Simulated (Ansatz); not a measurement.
## From the elastic tensor of LiF to moduli and sound speeds

These are results of Ansatz 0.2.0, DFT r2SCAN+D3(BJ), scalar-relativistic, plane waves, PAW, not measurements. Cutoff 500 eV, 10×10×10 k-points (Γ-centred), fixed occupations. No spin polarisation.

Symmetry: F-43m, No. 216, cubic system. The conventional cell has a = 4.261 Å, b = 4.261 Å, c = 4.261 Å, α = 90.00°, β = 90.00°, γ = 90.00°. Li (site symmetry -43m) is surrounded by 4 F at 1.85 Å. Around F (site symmetry -43m) lie 4 Li at 1.85 Å.

The cell is the ideal cubic zincblende prototype; this isn't the usual structure of the compound.

Relaxed-ion constants (GPa, on the Cartesian axes of the calculation):
C11 = 73.2, C12 = 55.3, C13 = 55.3, C22 = 73.2, C23 = 55.3, C33 = 73.2, C44 = 36.7, C55 = 36.7, C66 = 36.7 GPa; the others vanish.

Density 2.227 g/cm³; 2 atoms in 19.34 Å³.

The values that follow are for a polycrystal of randomly turned grains, by Hill's mean where one number stands. In a crystal this anisotropic the Voigt and Reuss bounds lie far apart, so Hill's mean and the sound speeds and Debye temperature from it are rough.

With S = C⁻¹: B_V = (C11+C22+C33+2(C12+C13+C23))/9, G_V = (C11+C22+C33−C12−C13−C23+3(C44+C55+C66))/15, 1/B_R = S11+S22+S33+2(S12+S13+S23), 15/G_R = 4(S11+S22+S33−S12−S13−S23)+3(S44+S55+S66); Hill is their mean. Then v_l = √((B+4G/3)/ρ), v_t = √(G/ρ), v_m = [(2/v_t³+1/v_l³)/3]^(−1/3) and Θ = (ħ/k_B)·v_m·(6π²n/V)^(1/3) for n atoms in the volume V; E = 9BG/(3B+G), ν = (3B−2G)/(2(3B+G)) and A^U = 5G_V/G_R + B_V/B_R − 6.

- Bulk modulus, Voigt / Reuss / Hill: 61.2 / 61.2 / 61.2 GPa
- Shear modulus, Voigt / Reuss / Hill: 25.6 / 16.4 / 21.0 GPa
- Young's modulus: 57 GPa
- Poisson ratio: 0.346
- Pugh ratio B/G: 2.92
- Universal anisotropy index: 2.81
- Longitudinal and transverse sound speeds: 6330 and 3070 m/s
- Debye temperature from the mean sound speed: 482 K

Cost: 1 run of about 2.1 core-minutes, on Arm Neoverse N1 (shared hosts).